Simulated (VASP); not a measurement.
# RbBr (Fm-3m) in VASP: notebook

The runs below take RbBr through dielectric tensor, phonons, with LDA.

Everything below comes from runs of VASP 6.6.1. Logs are shortened: lines on timing, memory, paths and dates and some standing lists are left out, and cuts for length are marked.

## (1) Starting point

Symmetry: Fm-3m, No. 225, cubic system. The conventional cell has a = 6.676 Å, b = 6.676 Å, c = 6.676 Å, α = 90.00°, β = 90.00°, γ = 90.00°. Around Rb (site symmetry m-3m) lie 6 Br at 3.34 Å. Br (site symmetry m-3m) is surrounded by 6 Rb at 3.34 Å.

## (2) Dielectric tensor, LDA

File INCAR:

```
ALGO = Normal ; EDIFF = 1E-8
ENCUT = 600 ; ISIF = 2
ISMEAR = 0 ; LASPH = T
LCHARG = F ; LEPSILON = T
LREAL = F ; LWAVE = F
NELM = 80 ; PREC = Accurate
SIGMA = 0.03
```

File KPOINTS:

```
k-points
0
Monkhorst-Pack
  12 12 12
```

File POSCAR:

```
RbBr                                    
1.0
   -0.0000000000      3.3378835978      3.3378835978
    3.3378835978     -0.0000000000      3.3378835978
    3.3378835978      3.3378835978      0.0000000000
  Rb              Br            
     1     1
Direct
     1.0000000000000000    0.0000000000000000    1.0000000000000000
     0.5000000000000000    0.5000000000000000    0.5000000000000000
```

Potentials or basis: VASP PAW LDA potentials, release 64 (Rb_sv, Br).

Run with:

```console
$ cat potpaw_LDA.64/Rb_sv/POTCAR potpaw_LDA.64/Br/POTCAR > POTCAR
$ mpirun -np 1 vasp_std > vasp.out
```

OUTCAR:

```text
EDIFF = 1E-8
   ENCUT = 600
   ISIF = 2
   ISMEAR = 0
   LASPH = T
   LEPSILON = T
   LREAL = F
   NELM = 80
   PREC = Accurate

 ion  position               nearest neighbor table
   1  0.000  0.000  0.000-   2 3.34   2 3.34   2 3.34   2 3.34   2 3.34   2 3.34
   2  0.500  0.500  0.500-   1 3.34   1 3.34   1 3.34   1 3.34   1 3.34   1 3.34

  LATTYP: Found a face centered cubic cell.
 ALAT       =     6.6757671956

  Lattice vectors:

 A1 = (   0.0000000000,   3.3378835978,   3.3378835978)
 A2 = (   3.3378835978,   0.0000000000,   3.3378835978)
 A3 = (   3.3378835978,   3.3378835978,   0.0000000000)

Analysis of symmetry for initial positions (statically):
=====================================================================
 Subroutine PRICEL returns:
 Original cell was already a primitive cell.

 Routine SETGRP: Setting up the symmetry group for a
 face centered cubic supercell.

 Subroutine GETGRP returns: Found 48 space group operations
 (whereof 48 operations were pure point group operations)
 out of a pool of 48 trial point group operations.

The static configuration has the point symmetry O_h .

Analysis of symmetry for dynamics (positions and initial velocities):
=====================================================================
 Subroutine PRICEL returns:
 Original cell was already a primitive cell.

 Routine SETGRP: Setting up the symmetry group for a
 face centered cubic supercell.

 Subroutine GETGRP returns: Found 48 space group operations
 (whereof 48 operations were pure point group operations)
 out of a pool of 48 trial point group operations.

The dynamic configuration has the point symmetry O_h .

 Subroutine INISYM returns: Found 48 space group operations
 (whereof 48 operations are pure point group operations),
 and found     1 'primitive' translations

----------------------------------------------------------------------------------------

                                     Primitive cell

  volume of cell :      74.3778
[... 515 lines left out ...]
     3.337883598  0.000000000  3.337883598     0.149795517 -0.149795517  0.149795517
     3.337883598  3.337883598  0.000000000     0.149795517  0.149795517 -0.149795517

 POSITION                                       TOTAL-FORCE (eV/Angst)
 -----------------------------------------------------------------------------------
      0.00000      0.00000      0.00000        -0.000000      0.000000      0.000000
      3.33788      3.33788      3.33788         0.000000      0.000000      0.000000
 -----------------------------------------------------------------------------------
    total drift:                                0.000000     -0.000000     -0.000000

  FREE ENERGIE OF THE ION-ELECTRON SYSTEM (eV)
  ---------------------------------------------------
  free  energy   TOTEN  =        -6.7188906514 eV

  energy  without entropy=       -6.7188906514  energy(sigma->0) =       -6.71889065

 HEAD OF MICROSCOPIC STATIC DIELECTRIC TENSOR (INDEPENDENT PARTICLE, excluding Hartree and local field effects)
 ------------------------------------------------------
           3.068614    -0.000000     0.000000
           0.000000     3.068614    -0.000000
          -0.000000     0.000000     3.068614
 ------------------------------------------------------

 Free energy of the ion-electron system (eV)
  ---------------------------------------------------
  ---------------------------------------------------
  free energy    TOTEN  =        -0.39247784 eV

  energy without entropy =       -0.39247784

------------------------ aborting loop because EDIFF is reached ----------------------------------------

--------------------------------------- Ionic step        2  -------------------------------------------

------------------------ aborting loop because EDIFF is reached ----------------------------------------

--------------------------------------- Ionic step        3  -------------------------------------------

 Free energy of the ion-electron system (eV)
  ---------------------------------------------------
  ---------------------------------------------------
  free energy    TOTEN  =        -0.39247799 eV

  energy without entropy =       -0.39247799

------------------------ aborting loop because EDIFF is reached ----------------------------------------

 PIEZOELECTRIC TENSOR FIELD DIRECTION 3  (e Angst)
 -----------------------------------------------------------------------------
    -0.00014  0.00000 -0.00000           (  0.00000  0.00000 -0.00000)
     0.00000 -0.00014  0.00000           (  0.00000  0.00000  0.00000)
    -0.00000  0.00000 -0.00035           ( -0.00000  0.00000  0.00000)

 PIEZOELECTRIC TENSOR FIELD DIRECTION 3  (C/m^2)
 -----------------------------------------------------------------------------
    -0.00003  0.00000 -0.00000
     0.00000 -0.00003  0.00000
    -0.00000  0.00000 -0.00008

 MACROSCOPIC STATIC DIELECTRIC TENSOR (including local field effects in DFT)
 ------------------------------------------------------
           2.726518    -0.000000     0.000000
           0.000000     2.726518     0.000000
           0.000000     0.000000     2.726518
 ------------------------------------------------------

 PIEZOELECTRIC TENSOR (including local field effects)  for field in x, y, z        (e  Angst)
          XX          YY          ZZ          XY          YZ          ZX
  --------------------------------------------------------------------------------
  x     0.00000     0.00000     0.00000     0.00000     0.00000     0.00000
  y     0.00000     0.00000     0.00000     0.00000     0.00000     0.00000
  z     0.00000     0.00000     0.00000     0.00000     0.00000     0.00000

 PIEZOELECTRIC TENSOR (including local field effects)  for field in x, y, z        (C/m^2)
          XX          YY          ZZ          XY          YZ          ZX
  --------------------------------------------------------------------------------
  x     0.00000     0.00000     0.00000     0.00000     0.00000     0.00000
  y     0.00000     0.00000     0.00000     0.00000     0.00000     0.00000
  z     0.00000     0.00000     0.00000     0.00000     0.00000     0.00000

 BORN EFFECTIVE CHARGES (including local field effects) (in |e|, cummulative output)
 ---------------------------------------------------------------------------------
 ion    1
    1     1.14113     0.00000     0.00000
    2     0.00000     1.14113     0.00000
    3     0.00000     0.00000     1.14113
 ion    2
    1    -1.14113     0.00000     0.00000
    2     0.00000    -1.14113     0.00000
    3     0.00000     0.00000    -1.14113
```

stdout:

```text
POSCAR found type information on POSCAR RbBr
 POSCAR found :  2 types and       2 ions
 scaLAPACK will be used
 LDA part: xc-table for (Slater(with rela. corr.)+CA(PZ))
 , standard interpolation
 -----------------------------------------------------------------------------
[... 38 lines left out ...]
 dielectric tensor                  component  3 :     0.001    -0.098     2.861
 Linear response to external field, progress :
  Direction:   1
 dielectric tensor                  component  1 :     2.727     0.013    -0.013
 Linear response to external field, progress :
  Direction:   2
 dielectric tensor                  component  2 :     0.013     2.727    -0.013
 Linear response to external field, progress :
  Direction:   3
 dielectric tensor                  component  3 :     0.021    -0.021     2.727
 Born effective charges drift removed
```

Wall time 75 min (1 thread of Intel Xeon Platinum 8259CL at 2.50GHz (Skylake/Cascade Lake), shared host); peak memory 1.3 GiB.

What came out:

| Item | Value |
| --- | --- |
| Electronic dielectric tensor (diagonal) | 2.73 |
| Born charges (mean of the diagonal) | Rb +1.14; Br -1.14 e |

Levels at points of the mesh, in eV from the valence-band top:
| k point | band 5 | band 6 | band 7 | band 8 | band 9 | band 10 | band 11 | band 12 |
| --- | --- | --- | --- | --- | --- | --- | --- | --- |
| (0.04, 0.04, 0.04) | -8.26 | -0.02 | 0.00 | 0.00 | 4.22 | 7.02 | 7.06 | 7.06 |

Electronic dielectric tensor:
```
2.73 0.00 0.00
0.00 2.73 0.00
0.00 0.00 2.73
```

Born effective charge tensors (e):
atom 1, Rb
```
1.14 0.00 0.00
0.00 1.14 0.00
0.00 0.00 1.14
```
atom 2, Br
```
-1.14  0.00  0.00
 0.00 -1.14  0.00
 0.00  0.00 -1.14
```

## (3) Phonons, LDA

File POSCAR:

```
RbBr
1.0
    0.0000000000      3.3382365407      3.3382365407
    3.3382365407      0.0000000000      3.3382365407
    3.3382365407      3.3382365407     -0.0000000000
  Rb              Br
     1     1
Direct
     0.0000000000000000    0.0000000000000000    0.0000000000000000
     0.5000000000000000    0.5000000000000000    0.5000000000000000
```

File INCAR.step1:

```
ALGO = Normal ; EDIFF = 1E-8
EDIFFG = -0.002 ; ENCUT = 600
IBRION = 2 ; ISIF = 3
ISMEAR = 0 ; LASPH = T
LCHARG = F ; LREAL = F
LWAVE = F ; NELM = 80
NSW = 40 ; PREC = Accurate
PSTRESS = -15.0 ; SIGMA = 0.03
```

File INCAR.step2:

```
ALGO = Normal ; EDIFF = 1E-8
ENCUT = 600 ; IBRION = 6
ISIF = 2 ; ISMEAR = 0
LASPH = T ; LCHARG = F
LREAL = F ; LWAVE = F
NELM = 80 ; NFREE = 2
NSW = 1 ; POTIM = 0.015
PREC = Accurate ; PSTRESS = -15.0
SIGMA = 0.03
```

File KPOINTS:

```
k-points
0
Gamma
  8 8 8
```

Potentials or basis: VASP PAW LDA potentials, release 64 (Rb_sv, Br).

Run with:

```console
$ cat potpaw_LDA.64/Rb_sv/POTCAR potpaw_LDA.64/Br/POTCAR > POTCAR
$ cp INCAR.step1 INCAR
$ mpirun -np 1 vasp_std > vasp.out
$ cp CONTCAR POSCAR
$ cp INCAR.step2 INCAR
$ mpirun -np 1 vasp_std > vasp.out
```

OUTCAR:

```text
EDIFF = 1E-8
   ENCUT = 600
   IBRION = 6
   ISIF = 2
   ISMEAR = 0
   LASPH = T
   LREAL = F
   NELM = 80
   NFREE = 2
   NSW = 1
   POTIM = 0.015
   PREC = Accurate
   PSTRESS = -15.0

 ion  position               nearest neighbor table
   1  0.000  0.000  0.000-   2 3.46   2 3.46   2 3.46   2 3.46   2 3.46   2 3.46
   2  0.500  0.500  0.500-   1 3.46   1 3.46   1 3.46   1 3.46   1 3.46   1 3.46

  LATTYP: Found a face centered cubic cell.
 ALAT       =     6.9195321290
[... 755 lines left out ...]
  x     0.00000     0.00000     0.00000     0.00000     0.00000     0.00000
  y     0.00000     0.00000     0.00000     0.00000     0.00000     0.00000
  z     0.00000     0.00000     0.00000     0.00000     0.00000     0.00000

 INTERNAL STRAIN TENSOR FOR ION    2 for displacements in x,y,z  (eV/Angst):
          X           Y           Z          XY          YZ          ZX
  --------------------------------------------------------------------------------
  x     0.00000     0.00000     0.00000     0.00000     0.00000     0.00000
  y     0.00000     0.00000     0.00000     0.00000     0.00000     0.00000
  z     0.00000     0.00000     0.00000     0.00000     0.00000     0.00000

 Eigenvectors and eigenvalues of the dynamical matrix
 ----------------------------------------------------

   1 f  =    2.252070 THz    14.150174 2PiTHz   75.120974 cm-1     9.313810 meV
             X         Y         Z           dx          dy          dz
      0.000000  0.000000  0.000000     0.000000    0.695764    0.000000
      3.459766  3.459766  3.459766     0.000000   -0.718271    0.000000
[... 21 lines left out ...]
   6 f/i=    0.002050 THz     0.012878 2PiTHz    0.068370 cm-1     0.008477 meV
             X         Y         Z           dx          dy          dz
      0.000000  0.000000  0.000000     0.000000    0.000000    0.718271
      3.459766  3.459766  3.459766     0.000000    0.000000    0.695764

 ELASTIC MODULI CONTR FROM IONIC RELAXATION (kBar)
 Direction    XX          YY          ZZ          XY          YZ          ZX
 --------------------------------------------------------------------------------
 XX           0.0000      0.0000      0.0000      0.0000      0.0000      0.0000
 YY           0.0000      0.0000      0.0000      0.0000      0.0000      0.0000
 ZZ           0.0000      0.0000      0.0000      0.0000      0.0000      0.0000
 XY           0.0000      0.0000      0.0000      0.0000      0.0000      0.0000
 YZ           0.0000      0.0000      0.0000      0.0000      0.0000      0.0000
 ZX           0.0000      0.0000      0.0000      0.0000      0.0000      0.0000
 --------------------------------------------------------------------------------
```

OUTCAR.step1:

```text
EDIFF = 1E-8
   EDIFFG = -0.002
   ENCUT = 600
   IBRION = 2
   ISIF = 3
   ISMEAR = 0
[... 733 lines left out ...]
  --------------------------------------------------------------------------------------
  -------------------------------------------------------------------------------------
  Total       -0.7758796     -0.7758796     -0.7758796      0.0000000      0.0000000      0.0000000
  in kB      -15.0084109    -15.0084109    -15.0084109      0.0000000      0.0000000      0.0000000
  external PRESSURE =      -0.0084109 kB  Pullay stress =     -15.0000000 kB
[... 21 lines left out ...]
  energy  without entropy=       -6.6746389571  energy(sigma->0) =       -6.67463896

  enthalpy is  TOTEN    =        -7.4500837355 eV   P V=       -0.7754447784

 reached required accuracy - stopping structural energy minimisation
```

OSZICAR.step1:

```text
N       E                     dE             d eps       ncg     rms          rms(c)
DAV:   1     0.955578281044E+02    0.95558E+02   -0.73594E+03   696   0.129E+03
DAV:   2    -0.784308434683E+00   -0.96342E+02   -0.90896E+02  1040   0.200E+02
DAV:   3    -0.680760834062E+01   -0.60233E+01   -0.59944E+01   864   0.565E+01
[... 49 lines left out ...]
DAV:   3    -0.667463737610E+01    0.11305E-03   -0.36625E-04   908   0.120E-01    0.156E-02
DAV:   4    -0.667463823457E+01   -0.85847E-06   -0.20573E-05  1084   0.233E-02    0.756E-03
DAV:   5    -0.667463888862E+01   -0.65405E-06   -0.16423E-06  1312   0.905E-03    0.341E-03
DAV:   6    -0.667463895964E+01   -0.71011E-07   -0.17983E-07   820   0.365E-03    0.107E-03
DAV:   7    -0.667463895706E+01    0.25780E-08   -0.76940E-09   572   0.630E-04
   5 F= -.74500837E+01 E0= -.74500837E+01  d E =-.346279E-01
```

Run time: 4.6 min. Hardware: 1 thread of Intel Xeon Platinum 8259CL at 2.50GHz (Skylake/Cascade Lake), shared host; peak memory 0.29 GiB.

What came out:

```
Relaxed volume                                          : 41.41 Å³/atom
Relaxed cell                                            : a = 4.893 Å, b = 4.893 Å, c = 4.893 Å, α = 60.00°, β = 60.00°, γ = 60.00°
Space group after relaxing (to 0.05 Å)                  : Fm-3m (No. 225)
Highest phonon frequency at Γ, LO-TO splitting left out : 75 cm⁻¹
```

The path:
| step | energy change (eV) | largest force (eV/Å) | pressure (GPa) | volume (Å³) |
| --- | --- | --- | --- | --- |
| 1 | 0.0000 | 0.0000 | -0.01 | 74.40 |
| 2 | 0.0102 | 0.0000 | -0.81 | 78.19 |
| 3 | 0.0612 | 0.0000 | -1.69 | 84.53 |
| 4 | 0.0462 | 0.0000 | -1.52 | 83.03 |
| 5 | 0.0443 | 0.0000 | -1.50 | 82.83 |

Final structure:
```
Rb Br
1.0
     0.00000    3.45977    3.45977
     3.45977    0.00000    3.45977
     3.45977    3.45977    0.00000
Rb Br
1 1
Direct
  0.00000 0.00000 0.00000
  0.50000 0.50000 0.50000
```

Phonon frequencies in cm⁻¹ (negative: imaginary):
```tsv
q point	frequencies
(0.000, 0.000, 0.000)	0 0 0 75 75 75
```
